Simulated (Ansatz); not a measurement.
Crystal: CoO.

```
CELL_PARAMETERS angstrom
2.57053 0.00000 0.00000
0.00000 2.57053 0.00000
0.00000 0.00000 2.57053
ATOMIC_POSITIONS crystal
Co 0.00000 0.00000 0.00000
O 0.50000 0.50000 0.50000
```

Measurements of this composition are mostly on another form, of space group No. 225.

Alike in all runs: program Ansatz 0.2.0; functional PBE; potentials or basis Ansatz PAW; cutoff 420 eV (not typed: the program's choice for these potentials); k mesh 10 × 10 × 10; occupations fermi-dirac, width 0.05 eV.

The same cell was started in several ways:

```tsv
start	free energy over the lowest (meV/atom)	net moment (μB)	site or absolute moments (μB)	gap
collinear spin, random start of up to 1.71 μB	0.0	3.00	Co +2.48; O +0.48	none (metal or under the smearing width)
collinear spin, ferromagnetic start of up to 2 μB	0.0	3.00	Co +2.48; O +0.48	none (metal or under the smearing width)
collinear spin, ferromagnetic start of up to 3.5 μB	0.0	3.00	Co +2.48; O +0.48	none (metal or under the smearing width)
no spin polarisation	254.5	-	-	none (metal or under the smearing width)
```

Allowing spin polarisation gains 255 meV/atom. A still lower state may exist.

Caveats: semilocal functionals often make such compounds metallic where correlation or magnetic order opens a gap, which also shifts bond lengths; a cell with one magnetic atom can't hold antiferromagnetic order, which such compounds often take (some runs); an odd number of electrons without spin polarisation forces a metal (some runs); a magnetic or distorted state may lie lower (some runs).
